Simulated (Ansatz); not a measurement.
Runs of Ansatz 0.2.0 on TiPt3. The structure is cubic, space group Pm-3m (No. 221). Conventional cell: a = 3.897 Å, b = 3.897 Å, c = 3.897 Å, α = 90.00°, β = 90.00°, γ = 90.00°. Around Pt (site symmetry 4/mmm) lie 8 Pt at 2.76 Å and 4 Ti at 2.76 Å. Ti (site symmetry m-3m) is surrounded by 12 Pt at 2.76 Å. 

```tsv
task	level	spin	k mesh	points for each segment of the path	mesh quality	gap on the mesh (eV)	pressure (GPa)
projected density of states	RPBE	off	4 × 4 × 4	-	coarse	none	(a)
projected density of states	BLYP	off	4 × 4 × 4	-	coarse	none	22.3
projected density of states	HSE06	off	4 × 4 × 4	-	coarse	none	2.1
projected density of states	PBEsol	off	4 × 4 × 4	-	coarse	none	0.3
band structure	PBEsol	off	7 × 7 × 7	14	not flagged	none	(b)
band structure	PBEsol	SOC, no magnetisation	7 × 7 × 7	14	not flagged	none	0.1
projected density of states	revPBE	off	4 × 4 × 4	-	coarse	none	12.9
projected density of states	PBE0	off	4 × 4 × 4	-	coarse	none	2.2
```

Alike in all rows: potentials or basis Ansatz PAW; cell as given; cutoff (eV) 420; smearing fermi-dirac 0.05 eV.

Estimate the missing entries.

(a) 14.1; (b) 0.5.

Caveats: some runs use coarse meshes; the PAW data sets come from PBE, with cores solved anew for the run's functional, which leaves a small shift of forces and pressure; the thresholds are loose for stress (some runs); spin-orbit coupling is left out, which moves the levels of the heavy elements (some runs).

A k mesh can miss the band edges, and rows without SOC leave out spin-orbit coupling on Pt.

A gap of «none» marks a metal or a gap under the smearing width.

Runs at the PBE level aren't shown here.
